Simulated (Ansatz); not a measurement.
TiC:

```
Ti C
1.0
     0.00000    2.16572    2.16572
     2.16572    0.00000    2.16572
     2.16572    2.16572    0.00000
Ti C
1 1
Direct
  0.00000 0.00000 0.00000
  0.50000 0.50000 0.50000
```

The cell is a database's computed one.

* Program: Ansatz 0.2.0
* Task: relaxation of cell and atoms
* Functional: LDA
* Potentials or basis: Ansatz PAW
* Cutoff: 420 eV (not typed: the program's choice for these potentials)
* k mesh: 11 × 11 × 11
* Occupations: fermi-dirac, width 0.05 eV
* Spin: no spin polarisation

At the start: volume 10.16 Å³/atom.

Problem. How do energy, volume and symmetry change on relaxing?

Solution. It ends after 7 steps and the volume is 9.67 Å³/atom (-4.8 %); space group Fm-3m (No. 225, to 0.05 Å).

The path:
```tsv
step	energy change (eV)	largest force (eV/Å)	volume (Å³)
1	0.0000	0.0000	20.32
2	-0.0411	0.0000	19.43
3	-0.0416	0.0000	19.34
4	-0.0416	0.0000	19.35
5	-0.0400	0.0000	19.35
6	-0.0400	0.0000	19.34
7	-0.0400	0.0000	19.34
```

Final structure:
```yaml
crystal:
  lattice:
    - [0.00000, 2.13051, 2.13051]
    - [2.13051, 0.00000, 2.13051]
    - [2.13051, 2.13051, 0.00000]
  atoms:
    - { symbol: Ti, position: [0.00000, 0.00000, 0.00000] }
    - { symbol: C, position: [0.50000, 0.50000, 0.50000] }
```

Caveat: the plane-wave basis is chosen anew once the cell has moved, so the energies of steps on either side of that aren't comparable; the pressure holds a Pulay correction of +0.4 GPa for the finite cutoff; the PAW data sets come from PBE, with cores solved anew for the run's functional, which leaves a small shift of forces and pressure.
